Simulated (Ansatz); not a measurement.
**rocksalt-structured RbBr**

**What was measured.** A cell as deposited of cubic RbBr (space group Fm-3m), temperature not stated, from the Crystallography Open Database (1969, doi:10.1177/000271625731300103), has a = 6.877 Å and 40.65 Å³/atom.

Method: PBE, scalar-relativistic; no spin polarisation; PAW, 420 eV, Γ-centred 8×8×8 mesh, 0.05 eV Gaussian smearing; code Ansatz. The datasets are Ansatz's generated set soft_2.

```
Rb Br
1.0
     0.00000    3.50834    3.50834
     3.50834    0.00000    3.50834
     3.50834    3.50834    0.00000
Rb Br
1 1
Direct
  0.50000 0.50000 0.50000
  0.00000 0.00000 0.00000
```

The start was a prototype's sites filled with these elements; the Crystallography Open Database holds the compound in this structure.

The cell above was scaled in volume, its shape and atoms being fixed by the lattice's symmetry. Energies are counted from the cell above.

The cell is relaxed to zero pressure at this level.

```csv
V (Å³/atom),ΔE (meV/atom),P from the stress (GPa)
40.807,5.51,0.78
41.455,2.84,0.54
42.319,0.70,0.26
43.182,0.00,0.01
44.046,0.58,-0.22
44.910,2.31,-0.42
46.205,6.75,-0.67
47.501,13.10,-0.89
```

Problem. Do the energies and the pressures agree? Compare −ΔE/ΔV between neighbouring points (1 meV/Å³ = 0.1602 GPa) with the mean of their pressures.

Solution. 
```csv
interval (Å³/atom),−ΔE/ΔV (GPa),mean P (GPa)
40.81 to 41.46,0.7,0.7
41.46 to 42.32,0.4,0.4
42.32 to 43.18,0.1,0.1
43.18 to 44.05,-0.1,-0.1
44.05 to 44.91,-0.3,-0.3
44.91 to 46.21,-0.5,-0.5
46.21 to 47.50,-0.8,-0.8
```
They differ by 0.00 GPa at most.

Problem. What do the two routes give for V0, B0 and B0′?

Solution. A third-order Birch–Murnaghan fit of the energies: V0 = 43.20 Å³/atom, B0 = 11.8 GPa, B0′ = 4.9. A polynomial of P in ln V, with B = −dP/d ln V at P = 0: V0 = 43.20 Å³/atom, B0 = 11.9 GPa, B0′ = 5.0.

B0·V0 = 11.8 GPa × 43.20 Å³ = 3.20 eV/atom sets the scale: near the minimum ΔE ≈ ½ B0 V0 x², with x = V/V0 − 1, and a pressure of 0.12 GPa squeezes the volume by about 1 %. At the ends of the curve: x = −5.5 % predicts 4.9 meV/atom and the run gives 5.5; x = +9.9 % predicts 15.8 meV/atom and the run gives 13.1. Compression costs more and expansion less than the parabola says, since the crystal stiffens as it shrinks; B0′ measures that.

**Against experiment.** PBE gives 7.017 Å and 43.18 Å³/atom, +6.2 % in volume (+2.0 % in length) from the database's cell. PBE usually overestimates volumes, but by less than this. The static lattice also lacks zero-point motion and thermal expansion, roughly 2.4 to 6.1 % in volume at 300 K (room temperature assumed) by Grüneisen's rule, γ·3k_BT/(B0·V0) with γ of 1 to 2.5, so its own overestimate is larger than the figure. The database's entry may also be off.

